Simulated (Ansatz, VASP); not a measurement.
InAs (qha) in VASP and in Ansatz

```xyz
2
Lattice="0.0000 3.0439 3.0439 3.0439 0.0000 3.0439 3.0439 3.0439 0.0000" Properties=species:S:1:pos:R:3 pbc="T T T"
In    0.0000    0.0000    0.0000
As    1.5220    1.5220    1.5220
```

Alike in both runs: functional PBEsol; k mesh 12 × 12 × 12; occupations fermi-dirac, width 0.15 eV; no spin polarisation.

Ansatz relaxed the structure, and its values are those at the end. VASP's run is a single point on that final structure, the one shown.

|  | VASP | Ansatz |
| --- | --- | --- |
| version | VASP 6.6.1 | Ansatz 0.2.0 |
| potentials or method | VASP PAW PBE potentials, release 64 (In_d, As) | scalar-relativistic, plane waves, PAW |
| plane-wave cutoff (eV) | 520 | 420 |
| valence electrons in the cell | 18 | 28 |

VASP gave:

| Quantity | Value |
| --- | --- |
| gap on the k mesh at the Fermi level (eV) | none |
| pressure (GPa) | 0.1 |

Q: Which values does Ansatz return?

A: gap on the k mesh at the Fermi level (eV): none; pressure (GPa): 0.0.

A gap of «none» marks a metal or a gap that the smearing closes. With one functional, cell and mesh, what is left measures potentials, basis and numerics. The two sets of potentials don't hold the same shells in valence.

Caveats: the PAW data sets were made with another functional, which shifts forces and pressure a little (VASP).
